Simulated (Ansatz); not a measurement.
Stackings of close-packed layers of TaN (capitals for Ta, lower case for the other element), each relaxed to a stress under 0.05 GPa; energies count from the stacking AcBaCb (R-3m).

The calculation used DFT PBE, scalar-relativistic, plane waves, PAW (Ansatz).

Cutoff 420 eV, Gaussian smearing of 0.10 eV, energies at zero smearing, symmetry of each start kept, no spin polarisation.

| start | atoms | k mesh | excess energy (meV/atom) | excess energy on a denser mesh (meV/atom) | spacing of like layers (Å) | a (Å) | denser mesh |
| --- | --- | --- | --- | --- | --- | --- | --- |
| AbAc* | 4 | 12×12×9 | -88.6 | -89.6 | 2.957 | 2.918 | 21×21×18 |
| AcBc | 4 | 12×12×9 | -215.6 | -215.7 | 2.816 | 2.967 | 21×21×18 |
| AcBcAbCb | 8 | 12×12×5 | -63.0 | -63.2 | 2.799 | 2.983 | 21×21×10 |
| AcBaCbAbCaBc | 12 | 12×12×3 | -29.1 | -31.8 | 2.659 | 3.064 | 21×21×6 |
| AcBcAbCaBc | 10 | 12×12×4 | -56.4 | -57.4 | 2.710 | 3.031 | 21×21×8 |
| AcBaCaBaCaBaCaBc | 16 | 12×12×3 | -136.8 | - | 2.810 | 2.974 | - |

Zero in every row: gap on the mesh (eV).

* ends far from its start.

Spin-orbit coupling is left out, which matters for the bands of heavy elements.

Small energy differences in metals hang on the k mesh (about 10 mJ/m² or 1 to 2 meV/atom on the mesh of the relaxation).

The reference crystal is a form of TaN, which isn't its usual structure.